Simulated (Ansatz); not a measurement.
The system is CdTe.

```
Te Cd
1.0
     0.00000    3.20500    3.20500
     3.20500    0.00000    3.20500
     3.20500    3.20500    0.00000
Te Cd
1 1
Direct
  0.75000 0.75000 0.75000
  0.00000 0.00000 0.00000
```

Program: Ansatz 0.2.0. Alike in all runs: cell as given.

**Question.** Order these runs on this cell by their band gap on the k mesh, lowest first.
A. level LDA; potentials or basis all-electron LAPW, relativistic spinors; spin SOC, no magnetisation; k mesh 5 × 5 × 5; cutoff (eV) 260; smearing fermi-dirac 0.05 eV; basis error allowed 0.001 eV/atom; mesh quality not flagged
B. level LDA; potentials or basis all-electron LAPW, scalar-relativistic; spin off; k mesh 7 × 7 × 7; cutoff (eV) 260; smearing fermi-dirac 0.05 eV; basis error allowed 0.001 eV/atom; mesh quality not flagged
C. level RPBE; potentials or basis all-electron LAPW, scalar-relativistic; spin off; k mesh 7 × 7 × 7; cutoff (eV) 260; smearing fermi-dirac 0.05 eV; basis error allowed 0.001 eV/atom; mesh quality not flagged
D. level PBE; potentials or basis all-electron LAPW, scalar-relativistic; spin off; k mesh 4 × 4 × 4; cutoff (eV) 240; smearing fermi-dirac 0.02 eV; basis error allowed 0.002 eV/atom; mesh quality coarse

**Answer.** A (0.32 eV), B (0.61 eV), D (0.86 eV), C (1.03 eV).

Caveats: some runs use coarse meshes; spin-orbit coupling is left out, which moves the levels of the heavy elements (some runs).

A k mesh can miss the band edges.

Not every run made on this cell is shown here.
